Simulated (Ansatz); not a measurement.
# As (Pm-3m) in Ansatz: notebook, part 2 of 2

Ansatz 0.2.0. Earlier steps stand in the parts before.

## Step 4: Relaxation of cell and atoms, revPBE+D4

File input.yaml:

```yaml
crystal:
  lattice:
    - [2.7036817444, 0.0, 0.0]
    - [0.0, 2.7036817444, 0.0]
    - [0.0, 0.0, 2.7036817444]
  atoms:
    - { symbol: As, position: [0.5, 0.5, 0.5] }
hamiltonian:
  xc: revpbe
  pseudopotentials: { kind: paw }
  dispersion: d4
kpoints:
  mp_grid: { grid: [10, 10, 10] }
scf:
  occupations: { method: fermi_dirac, width: 0.05 }
output:
  forces: true
  stress: true
  eigenvalues: true
  write_density: true
  write_potential: true
  elf: true
  volumetric_format: npy
relax:
  f_tol: 0.01
  max_steps: 40
  cell: { stress_tol: 0.05 }
```

Potentials or basis: Ansatz PAW.

The run is started by

```bash
ansatz run input.yaml --threads 2 --pin off --max-ram 5632MiB --backend cpu --events-out ev --progress --plain --runs-dir out
```

The log of the run:

```text
Warning: RAYON_NUM_THREADS=2 ignored (pool sized by the plan → 2); use --threads N
Engine: ansatz 0.2.0, aarch64-unknown-linux-gnu
Pseudopotentials: kind: paw
Pseudopotential: As, paw, valence charge 15, recommended cutoff 420 eV (normal), As.paw.azcp
Functional definition: revPBE
  parameter kappa = 1.245
  parameter beta = 0.06672455060314922
  exchange = pbe_x(kappa = kappa, mu = beta*pi^2/3)
  correlation = pbe_c(beta = beta)
Crystal: 1 atoms, lattice volume = 19.764 Å³
Basis set: ecut = 420 eV, 389 PW (Γ), exchange–correlation on 40×40×40 points (8 copies of the dense FFT grid, shifted against one another)
Bands: 12, of which v1, the nominal top of the filled ones, is band 8 counted from 1 (7 counted from 0)
Symmetry: 48 space group operations
Space group: Pm-3m (ITA 221), of the structure as read, at distance tolerance 2.7e-5 Å
k-points: 56 of 1000
Non-local potential: As, projectors of the file, l = 0: 2, l = 1: 2, l = 2: 3, l = 3: 1
[... 79 lines left out ...]
  E_core_change = -0.168315  (= ΣΔE_core)
  E_smearing   = -0.002371  (= −TS)
  E_closure    = 0.000000  (closes the sum)
  Σ components = -4861.047950   (vs F -4861.047950, Δ=0.00e0)
--- Forces (eV/Å), atoms counted from 1 ---
  atom   1  As    -0.00000000     0.00000000    -0.00000000
  max |Σ_I F_I| component: 1.97e-31 eV/Å
--- Stress (GPa, compression-positive) ---
       -0.004805      -0.000000       0.000000
       -0.000000      -0.004805      -0.000000
        0.000000      -0.000000      -0.004805
  P = ⅓ Tr σ = -0.0048 GPa (-0.048 kbar)
--- Band table (eV; the first three rows and the last of 56) ---
  k-point 0: bands = ["-23.5989", "-23.5989", "-23.4813", "-23.4813", "-23.4813", "-2.8666", "16.8002", "16.8002", "16.8002", "21.0797", "21.0797", "23.4717"]
  k-point 1: bands = ["-23.5984", "-23.5890", "-23.4842", "-23.4842", "-23.4811", "-2.6750", "14.6422", "16.9710", "16.9710", "21.2528", "22.4565", "24.7767"]
  k-point 2: bands = ["-23.5972", "-23.5631", "-23.4919", "-23.4919", "-23.4805", "-2.1091", "11.4564", "17.4597", "17.4597", "21.7612", "23.3656", "28.4891"]
  k-point 55: bands = ["-23.5459", "-23.5459", "-23.5459", "-23.4329", "-23.4329", "7.8943", "10.5698", "10.5698", "10.5698", "18.3721", "18.3721", "18.3721"]
--- Relaxed structure (4 steps of the walk, 4 accepted, 1 SCFs on fresh bases) ---
  F+E_penalty+E_count = -4861.04794992 eV   max|allowed force component| = 0.000e0 eV/Å   (the final SCF, on the basis selected at the relaxed cell)
  cell:  # Å, volume = 18.9900 Å³
    - [2.6679337128588987, 4.81482486096809e-34, -2.5679065925163143e-34]
    - [2.0222264416065976e-33, 2.6679337128588987, 0.0]
    - [-2.5679065925163143e-34, 0.0, 2.6679337128588987]
  atoms:
    - { symbol: As, position: [0.5000000000000001, 0.5000000000000001, 0.5000000000000001] }
```

v_z.tsv:

```text
# z_ang	v_es[eV]	v_tot[eV]
# format = ansatz-planar-average/11
# xc	revpbe
# density_cutoff_ev	1680
# datasets	As=:simpson_from_first_knot:soft:shift=480056
# lattice	2.667933713	0.000000000	-0.000000000
# lattice	0.000000000	2.667933713	0.000000000
# lattice	-0.000000000	0.000000000	2.667933713
# sites	1
# site	33	1.333966856	1.333966856	1.333966856
0.000000	1.389139e1	5.746183e0
0.148219	1.361386e1	5.427140e0
0.296437	1.268404e1	4.152333e0
0.444656	1.085092e1	1.587307e0
0.592874	8.583634e0	-1.560700e0
0.741093	6.950263e0	-4.109736e0
[... 10 lines left out ...]
2.371497	1.268404e1	4.152333e0
2.519715	1.361386e1	5.427140e0
```

It took 2.5 s on 2 threads of Arm Neoverse V2, shared host; peak memory 0.28 GiB.

What came out:

| Quantity | Value |
| --- | --- |
| Free energy | -4861.0479 eV |
| Relaxed volume | 18.99 Å³/atom |
| Relaxed cell | a = 2.668 Å, b = 2.668 Å, c = 2.668 Å, α = 90.00°, β = 90.00°, γ = 90.00° |
| Space group after relaxing (to 0.05 Å) | Pm-3m (No. 221) |
| Energy gained by relaxing | 8.7 meV/atom |
| Ionic steps | 5 |
| Pressure after relaxing | 0.0 GPa |
| Band gap on the k mesh | none (metal or under the smearing width) |

Step by step:
```csv
step,energy change (eV),largest force (eV/Å),volume (Å³)
1,0.0000,0.0000,19.76
2,-0.0073,0.0000,18.68
3,-0.0088,0.0000,19.01
4,-0.0088,0.0000,18.99
5,-0.0087,0.0000,18.99
```

Final structure:
```xyz
1
Lattice="2.6679 0.0000 0.0000 0.0000 2.6679 0.0000 0.0000 0.0000 2.6679" Properties=species:S:1:pos:R:3 pbc="T T T"
As    1.3340    1.3340    1.3340
```

Levels at points of the mesh, in eV from the Fermi level:
```tsv
k point	band 3	band 4	band 5	band 6	band 7	band 8	band 9	band 10	band 11	band 12
(0.00, 0.00, 0.00)	-35.94	-35.94	-35.94	-15.33	4.34	4.34	4.34	8.62	8.62	11.01
(0.00, 0.00, -0.50)	-35.97	-35.96	-35.94	-11.99	-7.24	6.79	6.79	11.50	14.44	15.22
(0.00, -0.50, -0.50)	-35.97	-35.97	-35.90	-8.49	-4.46	-4.46	2.37	9.13	17.38	18.24
(-0.50, -0.50, -0.50)	-36.01	-35.89	-35.89	-4.57	-1.89	-1.89	-1.89	5.91	5.91	5.91
```

Caveat: the plane-wave basis is chosen anew once the cell has moved, so the energies of steps on either side of that aren't comparable; pairwise dispersion overbinds metals, which lowers pressure and volume; the PAW data sets come from PBE, with cores solved anew for the run's functional, which leaves a small shift of forces and pressure.

## Step 5: Relaxation of cell and atoms, BLYP+D3(BJ)

Changes to input.yaml since step 4:

```diff
@@ -8,5 +8,5 @@
 hamiltonian:
-  xc: revpbe
+  xc: blyp
   pseudopotentials: { kind: paw }
-  dispersion: d4
+  dispersion: d3bj
 kpoints:
@@ -19,6 +19,2 @@
   eigenvalues: true
-  write_density: true
-  write_potential: true
-  elf: true
-  volumetric_format: npy
 relax:
```

The run is started by

```bash
ansatz run input.yaml --threads 2 --pin off --max-ram 5632MiB --backend cpu --events-out ev --progress --plain --runs-dir out
```

It took 1.4 s on 2 threads of Arm Neoverse V2, shared host; peak memory 0.27 GiB.

Results (log left out):

* Free energy: -4867.5068 eV
* Relaxed volume: 19.81 Å³/atom
* Relaxed cell: a = 2.706 Å, b = 2.706 Å, c = 2.706 Å, α = 90.00°, β = 90.00°, γ = 90.00°
* Space group after relaxing (to 0.05 Å): Pm-3m (No. 221)
* Energy gained by relaxing: 0.0 meV/atom
* Ionic steps: 3
* Pressure after relaxing: 0.0 GPa
* Band gap on the k mesh: none (metal or under the smearing width)

Final structure:
```
As
1.0
     2.70568    0.00000    0.00000
     0.00000    2.70568    0.00000
     0.00000    0.00000    2.70568
As
1
Direct
  0.50000 0.50000 0.50000
```

Levels at points of the mesh, in eV from the Fermi level:
| k point | band 5 | band 6 | band 7 | band 8 | band 9 | band 10 |
| --- | --- | --- | --- | --- | --- | --- |
| (0.00, 0.00, 0.00) | -35.91 | -14.95 | 4.09 | 4.09 | 4.09 | 8.81 |
| (0.00, 0.00, -0.50) | -35.91 | -11.89 | -6.75 | 6.31 | 6.31 | 11.49 |
| (0.00, -0.50, -0.50) | -35.87 | -8.70 | -4.18 | -4.18 | 2.96 | 8.39 |
| (-0.50, -0.50, -0.50) | -35.87 | -5.19 | -1.83 | -1.83 | -1.83 | 6.30 |

Caveat: the plane-wave basis is chosen anew once the cell has moved, so the energies of steps on either side of that aren't comparable; pairwise dispersion overbinds metals, which lowers pressure and volume; the PAW data sets come from PBE, with cores solved anew for the run's functional, which leaves a small shift of forces and pressure.

## Step 6: Relaxation of cell and atoms, BLYP+D4

Changes to input.yaml since step 5:

```diff
@@ -10,3 +10,3 @@
   pseudopotentials: { kind: paw }
-  dispersion: d3bj
+  dispersion: d4
 kpoints:
```

Potentials or basis: Ansatz PAW.

The run is started by

```bash
ansatz run input.yaml --threads 2 --pin off --max-ram 5632MiB --backend cpu --events-out ev --progress --plain --runs-dir out
```

Run time: 2 s. Hardware: 2 threads of Arm Neoverse V2, shared host; peak memory 0.27 GiB.

Results (log left out):

- Free energy: -4867.4195 eV
- Relaxed volume: 20.05 Å³/atom
- Relaxed cell: a = 2.717 Å, b = 2.717 Å, c = 2.717 Å, α = 90.00°, β = 90.00°, γ = 90.00°
- Space group after relaxing (to 0.05 Å): Pm-3m (No. 221)
- Energy gained by relaxing: 1.0 meV/atom
- Ionic steps: 4
- Pressure after relaxing: 0.0 GPa
- Band gap on the k mesh: none (metal or under the smearing width)

The path:
| step | energy change (eV) | largest force (eV/Å) | volume (Å³) |
| --- | --- | --- | --- |
| 1 | 0.0000 | 0.0000 | 19.76 |
| 2 | -0.0008 | 0.0000 | 20.15 |
| 3 | -0.0010 | 0.0000 | 20.05 |
| 4 | -0.0010 | 0.0000 | 20.05 |

Final structure:
```xyz
1
Lattice="2.7166 0.0000 0.0000 0.0000 2.7166 0.0000 0.0000 0.0000 2.7166" Properties=species:S:1:pos:R:3 pbc="T T T"
As    1.3583    1.3583    1.3583
```

Levels at points of the mesh, in eV from the Fermi level:
```tsv
k point	band 4	band 5	band 6	band 7	band 8	band 9	band 10	band 11
(0.00, 0.00, 0.00)	-35.89	-35.89	-14.83	4.05	4.05	4.05	8.81	8.81
(0.00, 0.00, -0.50)	-35.91	-35.89	-11.83	-6.64	6.22	6.22	11.46	14.49
(0.00, -0.50, -0.50)	-35.92	-35.86	-8.70	-4.11	-4.11	3.02	8.27	16.72
(-0.50, -0.50, -0.50)	-35.86	-35.86	-5.27	-1.80	-1.80	-1.80	6.33	6.33
```

Caveat: the plane-wave basis is chosen anew once the cell has moved, so the energies of steps on either side of that aren't comparable; pairwise dispersion overbinds metals, which lowers pressure and volume; the PAW data sets come from PBE, with cores solved anew for the run's functional, which leaves a small shift of forces and pressure.

## Step 7: Summary

| level | gap on the mesh (eV) | pressure (GPa) | relaxed volume (Å³/atom) |
| --- | --- | --- | --- |
| RPBE+D4 | none | 0.0 | 18.84 |
| revPBE+D3(BJ) | none | 0.0 | 18.88 |
| revPBE+D4 | none | 0.0 | 18.99 |
| BLYP+D3(BJ) | none | 0.0 | 19.81 |
| BLYP+D4 | none | 0.0 | 20.05 |

Alike in all rows: task relaxation of cell and atoms; potentials or basis Ansatz PAW; no spin polarisation; cell relaxed; k mesh 10 × 10 × 10; cutoff (eV) 420; smearing fermi-dirac 0.05 eV.

Caveats: the plane-wave basis is chosen anew once the cell has moved, so the energies of steps on either side of that aren't comparable; pairwise dispersion overbinds metals, which lowers pressure and volume; the PAW data sets come from PBE, with cores solved anew for the run's functional, which leaves a small shift of forces and pressure.

Total energies depend on the potentials used, so only differences within one code and one set of settings carry meaning.
